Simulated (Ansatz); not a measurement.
The system is Lu.

```
Lu
1.0
    -1.95411    1.95411    1.95411
     1.95411   -1.95411    1.95411
     1.95411    1.95411   -1.95411
Lu
1
Direct
  0.00000 0.00000 0.00000
```

This isn't the form of Lu at room conditions, which is hcp.

| Quantity | Value |
| --- | --- |
| Program | Ansatz 0.2.0 |
| Task | single point |
| Functional | PBE |
| Potentials or basis | Ansatz PAW |
| Cutoff | 420 eV (not typed: the program's choice for these potentials) |
| k mesh | 10 × 10 × 10 |
| Occupations | fermi-dirac, width 0.05 eV |
| Spin | no spin polarisation |

On this cell: pressure -0.4 GPa; band gap on the k mesh none (metal or under the smearing width).

The same run follows on a disturbed copy (cell strained at random at fixed volume):

```
CELL_PARAMETERS angstrom
-1.96151 1.98599 1.95506
1.97238 -1.98057 1.96051
1.91614 1.93521 -1.94964
ATOMIC_POSITIONS crystal
Lu 0.00287 0.01056 0.00296
```

Problem. What does the disturbed cell give?

Solution. The energy (extrapolated to zero smearing) moves by +1.3 meV/atom; pressure -0.4 GPa; band gap on the k mesh none (metal or under the smearing width).

Stress tensor (GPa, compression positive):
```
-0.43  0.60 -0.13
 0.60 -0.37 -0.06
-0.13 -0.06 -0.36
```
